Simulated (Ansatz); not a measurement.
Clean, relaxed (110) surface of Sn, space group I4/mmm (No. 139) (top face towards +c; atoms held fixed, by place in the list: 1, 2):

```xyz
4
Lattice="3.4135 0.0000 0.0000 0.3483 3.3957 0.0000 0.0000 0.0000 23.8617" Properties=species:S:1:pos:R:3 pbc="T T T"
Sn    1.8809    1.6978    8.5000
Sn    0.0000    0.0000   10.7872
Sn    1.8809    1.6978   13.2194
Sn    0.0000    0.0000   15.3723
```

All numbers below come from DFT PBEsol, scalar-relativistic, plane waves, PAW (Ansatz). Cutoff 420 eV; k points 9×9×1 on the computed 4-atom cell (Γ-centred); Gaussian smearing, width 0.10 eV; no spin polarisation. The cell repeats along c with a dipole correction in the vacuum.

The adsorption energy is E(slab + adsorbate) − E(slab) − E(free adsorbate, spin-polarised where open-shell). With the adsorbate the cell is lengthened along c to keep the vacuum.

**Question.** O (atom) is put at the hollow (Sn-Sn-Sn) at (0.33, 0.33) site, one adsorbate per 11.6 Å². What structure does it relax to?

**Answer.** E_ads = -5.05 eV. Contacts: O–Sn 2.10 Å.

```yaml
crystal:
  lattice:
    - [3.41351, 0.00000, 0.00000]
    - [0.34834, 3.39569, 0.00000]
    - [0.00000, 0.00000, 25.86174]
  atoms:
    - { symbol: Sn, position: [0.50000, 0.50000, 0.32867] }
    - { symbol: Sn, position: [0.00000, 0.00000, 0.41711] }
    - { symbol: Sn, position: [0.57751, 0.57751, 0.51204] }
    - { symbol: Sn, position: [0.08186, 0.08186, 0.60726] }
    - { symbol: O, position: [0.49060, 0.49060, 0.62089] }
```

Each end is the local minimum or symmetric point that its start leads to. The slab is only 6.9 Å thick, so the energies aren't converged with thickness.

For at least one of the starts the bottom face's work function also shifts by over 0.1 eV: the slab is too thin to screen the adsorbate, so the work functions aren't converged with thickness.

The adsorbed runs have no spin polarisation, so weakly bound open-shell ends lie too high.

The reference crystal is a form of Sn, which isn't its usual structure.